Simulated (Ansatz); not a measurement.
# Ti2Al6H: the cost of one run

Computed with Ansatz 0.2.0 (DFT PBE+D3(BJ), scalar-relativistic, plane waves, PAW, unless a step's input says otherwise).

1 further run of the same task is left out (set aside as unsound or not needed).

### 1 The system as given

The structure is monoclinic, space group Cm (No. 8). The conventional cell has a = 8.496 Å, b = 5.366 Å, c = 21.219 Å, α = 90.00°, β = 90.00°, γ = 90.00°. Al (site symmetry 1) is surrounded by 5 Al at 2.68 to 2.85 Å and 2 Ti at 2.85 Å. Around Ti (site symmetry m) lie 11 Al at 2.68 to 2.89 Å. Al (site symmetry m) is surrounded by 3 Ti at 2.68 to 2.72 Å and 8 Al at 2.85 to 2.89 Å. Al (site symmetry 1) has 7 Al at 2.68 to 2.89 Å and 4 Ti at 2.82 to 2.89 Å as nearest neighbours. Ti (site symmetry m) is surrounded by 7 Al at 2.68 to 2.82 Å. Al (site symmetry m) is surrounded by 3 Ti at 2.68 to 2.78 Å and 4 Al at 2.85 Å and 1 H at 2.87 Å. H (site symmetry m) has 1 Al at 2.87 Å as nearest neighbours.

As a file:

```
Al Ti H
1.0
     5.02419    0.00000    0.00000
     2.15888    4.53670    0.00000
     0.00000    0.00000   21.21871
Al Ti H
6 2 1
Direct
  0.50000 0.00000 0.18851
  0.00000 0.50000 0.18851
  0.00000 0.00000 0.25173
  0.00000 0.50000 0.31935
  0.50000 0.00000 0.31935
  0.50000 0.50000 0.38262
  0.50000 0.50000 0.25173
  0.00000 0.00000 0.37970
  0.66667 0.66667 0.50044
```

This is the geometry of the first run shown, built on a cell relaxed beforehand with the same method.

### 2 What is varied

Atoms count from 1 in the order of the input.

H is moved over the surface cell at a fixed height above a rigid substrate; the origin of the map has the adsorbate above Al8; the height is held at 2.50 Å.

- position of H9 along the first surface vector, from above Al8: 6 values from 0.000 to 0.833, periodic
- position of H9 along the second surface vector, from above Al8: 6 values from 0.000 to 0.833, periodic

Nothing else is relaxed. Points are written as (first, second).

The two vectors of the plane (Å): (5.024, 0.000, 0.000); (2.159, 4.537, 0.000).

### 3 The run at (1/6, 1/6) of the map's two axes

The cell repeats along c, and a dipole correction in the vacuum removes the field between the copies.

input.yaml reads:

```yaml
crystal:
  lattice:
    - [5.024186119, 0.0, 0.0]
    - [2.158881453, 4.5367033218, 0.0]
    - [0.0, 0.0, 21.2187109014]
  atoms:
    - { symbol: Al, position: [0.5, 0.0, 0.1885128658] }
    - { symbol: Al, position: [0.0, 0.5, 0.1885128658] }
    - { symbol: Ti, position: [0.5, 0.5, 0.2517328341] }
    - { symbol: Al, position: [0.0, 0.0, 0.2517328341] }
    - { symbol: Al, position: [0.0, 0.5, 0.3193548961] }
    - { symbol: Al, position: [0.5, 0.0, 0.3193548961] }
    - { symbol: Ti, position: [0.0, 0.0, 0.3797002555] }
    - { symbol: Al, position: [0.5, 0.5, 0.3826203646] }
    - { symbol: H, position: [0.6666666667, 0.6666666667, 0.5004409057] }
basis:
  ecutwfc: 420
kpoints:
  mp_grid: { grid: [6, 6, 1] }
hamiltonian:
  xc: pbe
  pseudopotentials: { kind: paw, azcp: { folder: soft_1 } }
  dispersion: d3bj
scf:
  occupations: { method: gaussian, width: 0.1 }
output:
  forces: true
  eigenvalues: true
efield:
  axis: 3
  dipole_correction: true
  ramp_width: 0.04
```

Run with:

```console
> ansatz run input.yaml --threads 1 --pin off --max-ram 3072MiB --backend cpu --events-out ev --progress --plain --runs-dir out
```

What time and memory should one allow on 1 thread of Arm Neoverse V1, shared host?

About 22 s, with a peak of 0.56 GiB.
